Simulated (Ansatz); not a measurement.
**NbAs: density of states with PBEsol+U**

The system is NbAs.

```
CELL_PARAMETERS angstrom
-1.72585 1.72585 5.84000
1.72585 -1.72585 5.84000
1.72585 1.72585 -5.84000
ATOMIC_POSITIONS crystal
Nb 0.50000 0.00000 0.50000
Nb 0.75000 0.75000 0.00000
As 0.91600 0.41600 0.50000
As 0.16600 0.16600 0.00000
```

```yaml
Program: Ansatz 0.2.0
Task: density of states
Functional: PBEsol
Potentials_or_basis: all-electron LAPW, scalar-relativistic
Cutoff: 247 eV (chosen from the basis error)
Basis_error_allowed: 0.002 eV/atom
k_mesh: 11 × 11 × 11
Occupations: fermi-dirac, width 0.05 eV
Spin: no spin polarisation
Hubbard_terms: Nb d U = 4 eV
```

| Item | Value |
| --- | --- |
| Pressure | -0.9 GPa |
| Largest force | 0.271 eV/Å |
| Band gap on the k mesh | none (metal or under the smearing width) |

Forces on the atoms (eV/Å):
```
Nb   0.000  0.000 -0.271
Nb   0.000  0.000 -0.271
As   0.000  0.000  0.271
As   0.000  0.000  0.271
```

Stress tensor (GPa, compression positive):
```
-1.31  0.00  0.00
 0.00 -1.31  0.00
 0.00  0.00  0.03
```

Levels at points of the mesh, in eV from the Fermi level:
| k point | band 48 | band 49 | band 50 | band 51 | band 52 | band 53 | band 54 | band 55 | band 56 | band 57 |
| --- | --- | --- | --- | --- | --- | --- | --- | --- | --- | --- |
| (0.00, 0.00, 0.00) | -2.25 | -2.03 | -1.78 | -1.45 | -1.45 | 0.79 | 1.36 | 2.21 | 2.96 | 2.96 |

States per cell in windows of 1 eV (zero at the Fermi level; states under -8 eV left out):
| from (eV) | total |
| --- | --- |
| -8.0 | 0.00 |
| -7.0 | 0.26 |
| -6.0 | 2.51 |
| -5.0 | 1.80 |
| -4.0 | 2.85 |
| -3.0 | 3.88 |
| -2.0 | 2.28 |
| -1.0 | 2.41 |
| 0.0 | 1.63 |
| 1.0 | 3.01 |
| 2.0 | 4.15 |
| 3.0 | 3.28 |
| 4.0 | 2.18 |
| 5.0 | 1.67 |
| 6.0 | 1.92 |
| 7.0 | 2.07 |

Wall time 2.4 min on 2 threads of Arm Neoverse V2 (shared host), peak memory 1.1 GiB.

Caveat: U is the effective U less J, on atomic orbitals that reach past the spheres; U without spin polarisation on a metal has little footing; the U is typed as a test and isn't derived for this compound; the density of states is complete only up to the lowest level of the last band computed.
